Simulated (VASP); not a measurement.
Set up this calculation in VASP 6.6.1, as the native input.

| Item | Value |
| --- | --- |
| Task | relaxation of cell and atoms |
| Functional | PBEsol |
| Potentials or basis | VASP PAW PBE potentials, release 64 (Mo_sv, Se) |
| Cutoff | 600 eV |
| k mesh | 9 × 9 × 2 |
| Occupations | fermi-dirac, width 0.05 eV |
| Spin | no spin polarisation |
| Further INCAR settings | ALGO = Normal; EDIFF = 1e-06; IBRION = 2; EDIFFG = -0.005; NSW = 40; ISIF = 3 |

The structure of MoSe2 lies in POSCAR:

```
MoSe2
1.0
    3.2880000000      0.0000000000      0.0000000000
   -1.6440000000      2.8474915276      0.0000000000
    0.0000000000      0.0000000000     12.9000000000
Mo Se
2 4
Direct
    0.6666666667      0.3333333333      0.7500000000
    0.3333333333      0.6666666667      0.2500000000
    0.6666666667      0.3333333333      0.3750000000
    0.3333333333      0.6666666667      0.8750000000
    0.6666666667      0.3333333333      0.1250000000
    0.3333333333      0.6666666667      0.6250000000
```

These files were run (other wordings do the same):

INCAR

```
SYSTEM = MoSe2
  PREC = Accurate
  ENCUT = 600
  EDIFF = 1E-6
  ISMEAR = -1
  SIGMA = 0.05
  LREAL = .False.
  LASPH = .True.
  NELM = 60
  ALGO = Normal
  ISIF = 3
  LWAVE = .False.
  LCHARG = .False.
  GGA = PS
  IBRION = 2
  NSW = 40
  EDIFFG = -0.005
```

KPOINTS

```
Automatic mesh
0
Gamma
  9 9 2
  0 0 0
```

Potentials or basis: VASP PAW PBE potentials, release 64 (Mo_sv, Se).

Launch:

```console
$ cat potpaw_PBE.64/Mo_sv/POTCAR potpaw_PBE.64/Se/POTCAR > POTCAR
$ mpirun -np 1 vasp_std > vasp.out
```

It gave:

| Property | Result |
| --- | --- |
| Relaxed volume | 20.31 Å³/atom |
| Relaxed cell | a = 3.272 Å, b = 3.272 Å, c = 13.144 Å, α = 90.00°, β = 90.00°, γ = 120.00° |
| Space group after relaxing (to 0.05 Å) | P6_3/mmc (No. 194) |
| Energy gained by relaxing | 14.0 meV/atom |
| Ionic steps | 14 |
| Pressure after relaxing | 0.0 GPa |
| Band gap on the k mesh | 0.99 eV, indirect (least direct gap 1.49 eV) |

Caveat: the PAW data sets were made with another functional, which shifts forces and pressure a little; an odd mesh through Γ misses points on the zone boundary, where band edges often lie; this functional lacks dispersion, which binds the layers, so the pressure and a relaxed spacing across them are unreliable.

Wall time 6.3 min on 1 thread of AMD EPYC 9R45 96-Core Processor (Zen 5), with other jobs on the host, peak memory 0.31 GiB.
